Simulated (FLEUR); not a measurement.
A run of FLEUR MaX-R8.1 (later development tree) is set up as follows.

The input inp.xml:

```xml
<?xml version="1.0" encoding="UTF-8" standalone="no"?>
<fleurInput fleurInputVersion="0.39">
   <comment>
      FeO                                                                                                 
   </comment>
   <calculationSetup>
      <cutoffs Kmax="4.58" Gmax="14.2" GmaxXC="14.2" numbands="0"/>
      <scfLoop itmax="80" minDistance="0.0001" maxIterBroyd="30" imix="Anderson" alpha="0.05" precondParam="0.0" spinf="2.0" sdNocoIR="T"/>
      <coreElectrons ctail="F" frcor="F" kcrel="0" coretail_lmax="0"/>
      <xcFunctional name="LibXC" relativisticCorrections="F">
         <LibXCName exchange="mgga_x_scan" correlation="mgga_c_scan"/>
         <AuxGGA exchange="117" correlation="130"/>
      </xcFunctional>
      <magnetism jspins="2"/>
      <soc l_soc="F" theta="0.0" phi="0.0" spav="F"/>
      <expertModes spex="0" secvar="F"/>
      <geometryOptimization l_f="F" forcealpha="1.0" forcemix="BFGS" epsdisp="0.00001" epsforce="0.00001"/>
      <ldaU l_linMix="F" mixParam="0.05" spinf="1.0"/>
   </calculationSetup>
   <cell>
      <bzIntegration valenceElectrons="22.0" mode="hist" fermiSmearingEnergy="0.00183747">
         <kPointListSelection listName="default-1"/>
         <!-- k-points included here -->
         <xi:include xmlns:xi="http://www.w3.org/2001/XInclude" href="kpts.xml"> </xi:include>
      </bzIntegration>
      <!-- symmetry operations included here -->
      <xi:include xmlns:xi="http://www.w3.org/2001/XInclude" href="sym.xml"> </xi:include>
      <bulkLattice scale="1.0">
         <bravaisMatrix>
            <row-1>    0.0000000000000000     4.0731156889628402     4.0731156889628402</row-1>
            <row-2>    4.0731156889628402     0.0000000000000000     4.0731156889628402</row-2>
            <row-3>    4.0731156889628402     4.0731156889628402     0.0000000000000000</row-3>
         </bravaisMatrix>
      </bulkLattice>
   </cell>
   <atomSpecies>
      <species name="Iron (Fe) 3.000" element="Fe" atomicNumber="26">
         <mtSphere radius="2.14" gridPoints="707" logIncrement="0.017"/>
         <atomicCutoffs lmax="9" lnonsphr="9"/>
         <electronConfig flipSpins="F">
            <coreConfig>(1s1/2) (2s1/2) (2p1/2) (2p3/2)</coreConfig>
            <valenceConfig>(3s1/2) (3p1/2) (3p3/2) (4s1/2) (3d3/2) (3d5/2)</valenceConfig>
            <stateOccupation state="(3d3/2)" spinUp="1.5" spinDown="0.9"/>
            <stateOccupation state="(3d5/2)" spinUp="3.0" spinDown="0.6"/>
         </electronConfig>
         <energyParameters s="4" p="4" d="3" f="4"/>
         <lo type="SCLO" l="0" n="3" eDeriv="0"/>
         <lo type="SCLO" l="1" n="3" eDeriv="0"/>
         <lo type="SCLO" l="1" n="3" eDeriv="1"/>
         <lo type="SCLO" l="2" n="3" eDeriv="2"/>
         <lo type="SCLO" l="3" n="4" eDeriv="2"/>
      </species>
      <species name="Oxygen (O)" element="O" atomicNumber="8">
         <mtSphere radius="1.63" gridPoints="539" logIncrement="0.02"/>
         <atomicCutoffs lmax="8" lnonsphr="8"/>
         <electronConfig flipSpins="F">
            <coreConfig>(1s1/2)</coreConfig>
            <valenceConfig>(2s1/2) (2p1/2) (2p3/2)</valenceConfig>
            <stateOccupation state="(2p1/2)" spinUp="0.666667" spinDown="0.666667"/>
            <stateOccupation state="(2p3/2)" spinUp="1.333333" spinDown="1.333333"/>
         </electronConfig>
         <energyParameters s="2" p="2" d="3" f="4"/>
         <lo type="SCLO" l="0" n="2" eDeriv="2"/>
         <lo type="SCLO" l="1" n="2" eDeriv="2"/>
         <lo type="SCLO" l="2" n="3" eDeriv="2"/>
      </species>
   </atomSpecies>
   <atomGroups>
      <atomGroup species="Iron (Fe) 3.000">
         <relPos label="                   1">.0000000000 .0000000000 .0000000000</relPos>
         <force calculate="T" relaxXYZ="TTT"/>
      </atomGroup>
      <atomGroup species="Oxygen (O)">
         <relPos label="                   2">1.000/2.000 1.000/2.000 1.000/2.000</relPos>
         <force calculate="T" relaxXYZ="TTT"/>
      </atomGroup>
   </atomGroups>
   <output dos="F" band="F" slice="F">
      <checks vchk="F" cdinf="F"/>
      <bandDOS minEnergy="-.5*Htr" maxEnergy="0.5*Htr" sigma="0.015" storeEVData="T"/>
      <vacuumDOS vacdos="F" integ="F" star="F" nstars="0" locx1="0.0" locy1="0.0" locx2="0.0" locy2="0.0" nstm="0" tworkf="0.0"/>
      <unfoldingBand unfoldBand="F" supercellX="1" supercellY="1" supercellZ="1"/>
      <plotting iplot="0" polar="F">
         <plot TwoD="T" vec1="  1.0  0.0  0.0" vec2="  0.0  1.0  0.0" vec3="  0.0  0.0  1.0" zero="  0.0  0.0  0.0" file="plot"/>
      </plotting>
      <chargeDensitySlicing numkpt="0" minEigenval="0.0" maxEigenval="0.0" nnne="0" pallst="F"/>
      <specialOutput eonly="F"/>
      <moessbauerParams electricFieldGradient="T" isomerShift="T" coreHyperfine="T" valenceHyperfine="T"/>
      <magneticCircularDichroism mcd="F" energyLo="-10.0" energyUp="0.0"/>
   </output>
  <!-- We include the file relax.xml here to enable relaxations (see documentation) -->
  <xi:include xmlns:xi="http://www.w3.org/2001/XInclude" href="relax.xml"> <xi:fallback/> </xi:include>
</fleurInput>
```

The input crystal.txt:

```
FeO
&input cartesian=F /
0.0000000000  2.1554000000  2.1554000000
2.1554000000  0.0000000000  2.1554000000
2.1554000000  2.1554000000  0.0000000000
1.8897261246
1.0 1.0 1.0

2
26 0.0000000000  0.0000000000  0.0000000000 : 3.000
8 0.5000000000  0.5000000000  0.5000000000

&kpt div1=11 div2=11 div3=11 gamma=T /
```

Contents of inp.xml (bands):

```
<?xml version="1.0" encoding="UTF-8" standalone="no"?>
<fleurInput fleurInputVersion="0.39">
   <comment>
      FeO                                                                                                 
   </comment>
   <calculationSetup>
      <cutoffs Kmax="4.58" Gmax="14.2" GmaxXC="14.2" numbands="0"/>
      <scfLoop itmax="80" minDistance="0.0001" maxIterBroyd="30" imix="Anderson" alpha="0.05" precondParam="0.0" spinf="2.0" sdNocoIR="T"/>
      <coreElectrons ctail="F" frcor="F" kcrel="0" coretail_lmax="0"/>
      <xcFunctional name="LibXC" relativisticCorrections="F">
         <LibXCName exchange="mgga_x_scan" correlation="mgga_c_scan"/>
         <AuxGGA exchange="117" correlation="130"/>
      </xcFunctional>
      <magnetism jspins="2"/>
      <soc l_soc="F" theta="0.0" phi="0.0" spav="F"/>
      <expertModes spex="0" secvar="F"/>
      <geometryOptimization l_f="F" forcealpha="1.0" forcemix="BFGS" epsdisp="0.00001" epsforce="0.00001"/>
      <ldaU l_linMix="F" mixParam="0.05" spinf="1.0"/>
   </calculationSetup>
   <cell>
      <bzIntegration valenceElectrons="22.0" mode="hist" fermiSmearingEnergy="0.00183747">
         <kPointListSelection listName="path-1"/>
         <!-- k-points included here -->
         <xi:include xmlns:xi="http://www.w3.org/2001/XInclude" href="kpts.xml"> </xi:include>
      </bzIntegration>
      <!-- symmetry operations included here -->
      <xi:include xmlns:xi="http://www.w3.org/2001/XInclude" href="sym.xml"> </xi:include>
      <bulkLattice scale="1.0">
         <bravaisMatrix>
            <row-1>    0.0000000000000000     4.0731156889628402     4.0731156889628402</row-1>
            <row-2>    4.0731156889628402     0.0000000000000000     4.0731156889628402</row-2>
            <row-3>    4.0731156889628402     4.0731156889628402     0.0000000000000000</row-3>
         </bravaisMatrix>
      </bulkLattice>
   </cell>
   <atomSpecies>
      <species name="Iron (Fe) 3.000" element="Fe" atomicNumber="26">
         <mtSphere radius="2.14" gridPoints="707" logIncrement="0.017"/>
         <atomicCutoffs lmax="9" lnonsphr="9"/>
         <electronConfig flipSpins="F">
            <coreConfig>(1s1/2) (2s1/2) (2p1/2) (2p3/2)</coreConfig>
            <valenceConfig>(3s1/2) (3p1/2) (3p3/2) (4s1/2) (3d3/2) (3d5/2)</valenceConfig>
            <stateOccupation state="(3d3/2)" spinUp="1.5" spinDown="0.9"/>
            <stateOccupation state="(3d5/2)" spinUp="3.0" spinDown="0.6"/>
         </electronConfig>
         <energyParameters s="4" p="4" d="3" f="4"/>
         <lo type="SCLO" l="0" n="3" eDeriv="0"/>
         <lo type="SCLO" l="1" n="3" eDeriv="0"/>
         <lo type="SCLO" l="1" n="3" eDeriv="1"/>
         <lo type="SCLO" l="2" n="3" eDeriv="2"/>
         <lo type="SCLO" l="3" n="4" eDeriv="2"/>
      </species>
      <species name="Oxygen (O)" element="O" atomicNumber="8">
         <mtSphere radius="1.63" gridPoints="539" logIncrement="0.02"/>
         <atomicCutoffs lmax="8" lnonsphr="8"/>
         <electronConfig flipSpins="F">
            <coreConfig>(1s1/2)</coreConfig>
            <valenceConfig>(2s1/2) (2p1/2) (2p3/2)</valenceConfig>
            <stateOccupation state="(2p1/2)" spinUp="0.666667" spinDown="0.666667"/>
            <stateOccupation state="(2p3/2)" spinUp="1.333333" spinDown="1.333333"/>
         </electronConfig>
         <energyParameters s="2" p="2" d="3" f="4"/>
         <lo type="SCLO" l="0" n="2" eDeriv="2"/>
         <lo type="SCLO" l="1" n="2" eDeriv="2"/>
         <lo type="SCLO" l="2" n="3" eDeriv="2"/>
      </species>
   </atomSpecies>
   <atomGroups>
      <atomGroup species="Iron (Fe) 3.000">
         <relPos label="                   1">.0000000000 .0000000000 .0000000000</relPos>
         <force calculate="T" relaxXYZ="TTT"/>
      </atomGroup>
      <atomGroup species="Oxygen (O)">
         <relPos label="                   2">1.000/2.000 1.000/2.000 1.000/2.000</relPos>
         <force calculate="T" relaxXYZ="TTT"/>
      </atomGroup>
   </atomGroups>
   <output dos="F" band="T" slice="F">
      <checks vchk="F" cdinf="F"/>
      <bandDOS minEnergy="-.5*Htr" maxEnergy="0.5*Htr" sigma="0.015" storeEVData="T"/>
      <vacuumDOS vacdos="F" integ="F" star="F" nstars="0" locx1="0.0" locy1="0.0" locx2="0.0" locy2="0.0" nstm="0" tworkf="0.0"/>
      <unfoldingBand unfoldBand="F" supercellX="1" supercellY="1" supercellZ="1"/>
      <plotting iplot="0" polar="F">
         <plot TwoD="T" vec1="  1.0  0.0  0.0" vec2="  0.0  1.0  0.0" vec3="  0.0  0.0  1.0" zero="  0.0  0.0  0.0" file="plot"/>
      </plotting>
      <chargeDensitySlicing numkpt="0" minEigenval="0.0" maxEigenval="0.0" nnne="0" pallst="F"/>
      <specialOutput eonly="F"/>
      <moessbauerParams electricFieldGradient="T" isomerShift="T" coreHyperfine="T" valenceHyperfine="T"/>
      <magneticCircularDichroism mcd="F" energyLo="-10.0" energyUp="0.0"/>
   </output>
  <!-- We include the file relax.xml here to enable relaxations (see documentation) -->
  <xi:include xmlns:xi="http://www.w3.org/2001/XInclude" href="relax.xml"> <xi:fallback/> </xi:include>
</fleurInput>
```

Potentials or basis: all-electron, FLAPW.

Command:

```sh
$ inpgen -f crystal.txt -profile fastHighL
$ # inp.xml edited to the form shown
$ fleur_MPI
$ fleur_MPI   # second run, on inp.xml (bands)
```

What does it give for the site moments?

Fe +3.67; O +0.30 μB.

Predict the net moment.

4.00 μB per cell.

Predict the band gap along the path.

none (metal or under the smearing width).

Levels at the corners of the path, in eV from the Fermi level:
Spin up:
| point | band 9 | band 10 | band 11 | band 12 | band 13 | band 14 | band 15 | band 16 | band 17 | band 18 |
| --- | --- | --- | --- | --- | --- | --- | --- | --- | --- | --- |
| Γ | -4.85 | -4.85 | -4.77 | -4.77 | -4.77 | -0.24 | 15.36 | 16.93 | 16.93 | 16.93 |
| X | -5.77 | -4.49 | -4.02 | -3.91 | -3.91 | 5.07 | 8.72 | 10.53 | 14.83 | 14.83 |
| W | -4.13 | -4.08 | -4.08 | -3.91 | -2.81 | 7.27 | 8.89 | 8.89 | 11.77 | 19.93 |
| K | -4.72 | -4.04 | -3.74 | -3.62 | -2.80 | 6.61 | 8.59 | 8.69 | 14.20 | 16.57 |
| Γ | -4.85 | -4.85 | -4.77 | -4.77 | -4.77 | -0.24 | 15.36 | 16.93 | 16.93 | 16.93 |
| L | -4.18 | -4.18 | -3.55 | -1.39 | -1.39 | 3.90 | 8.35 | 12.51 | 12.51 | 19.51 |
| U | -4.72 | -4.04 | -3.74 | -3.62 | -2.80 | 6.61 | 8.59 | 8.69 | 14.20 | 16.57 |
| W | -4.13 | -4.08 | -4.08 | -3.91 | -2.81 | 7.27 | 8.89 | 8.89 | 11.77 | 19.93 |
| L | -4.18 | -4.18 | -3.55 | -1.39 | -1.39 | 3.90 | 8.35 | 12.51 | 12.51 | 19.51 |
| K | -4.72 | -4.04 | -3.74 | -3.62 | -2.80 | 6.61 | 8.59 | 8.69 | 14.20 | 16.57 |
| U | -4.72 | -4.04 | -3.74 | -3.62 | -2.80 | 6.61 | 8.59 | 8.69 | 14.20 | 16.57 |
| X | -5.77 | -4.49 | -4.02 | -3.91 | -3.91 | 5.07 | 8.72 | 10.53 | 14.83 | 14.83 |
Spin down:
```tsv
point	band 6	band 7	band 8	band 9	band 10	band 11	band 12	band 13
Γ	-3.87	-3.87	-3.87	-0.78	-0.78	-0.78	0.63	0.63
X	-7.64	-5.10	-5.10	-2.26	0.80	0.80	1.23	1.62
W	-6.80	-6.80	-6.15	-0.07	-0.07	0.80	1.54	2.29
K	-7.23	-6.79	-5.45	-0.87	0.61	0.70	1.77	2.23
Γ	-3.87	-3.87	-3.87	-0.78	-0.78	-0.78	0.63	0.63
L	-8.74	-5.69	-5.69	0.45	0.45	0.62	3.25	3.25
U	-7.23	-6.79	-5.45	-0.87	0.61	0.70	1.77	2.23
W	-6.80	-6.80	-6.15	-0.07	-0.07	0.80	1.54	2.29
L	-8.74	-5.69	-5.69	0.45	0.45	0.62	3.25	3.25
K	-7.23	-6.79	-5.45	-0.87	0.61	0.70	1.77	2.23
U	-7.23	-6.79	-5.45	-0.87	0.61	0.70	1.77	2.23
X	-7.64	-5.10	-5.10	-2.26	0.80	0.80	1.23	1.62
```

Caveat: the meta-GGA is that of a development version, with a GGA for the radial functions and cores and without core tails; a cell with one magnetic atom can't hold antiferromagnetic order, which such compounds often take; semilocal functionals often make such compounds metallic where correlation or magnetic order opens a gap, which also shifts bond lengths.

**The experiment to reproduce.**

“W\"ustite: Electric, thermodynamic and optical properties of FeO”, 2012, arxiv:1203.1201 quotes, for a bulk crystal of FeO: band gap 2.4 eV (optical).

Against the measured gap of FeO, 2.4 eV (optical; quoted in “W\"ustite: Electric, thermodynamic and optical properties of FeO”, 2012, arxiv:1203.1201), the calculated 0.00 eV is off by -2.40 eV. So large a miss can be the level of theory's own, or it may mean another phase, state or a wrong row. The value is that of SCAN, without temperature or zero-point motion. The run's magnetic order (collinear spin, ferromagnetic start) needn't be the measured crystal's.
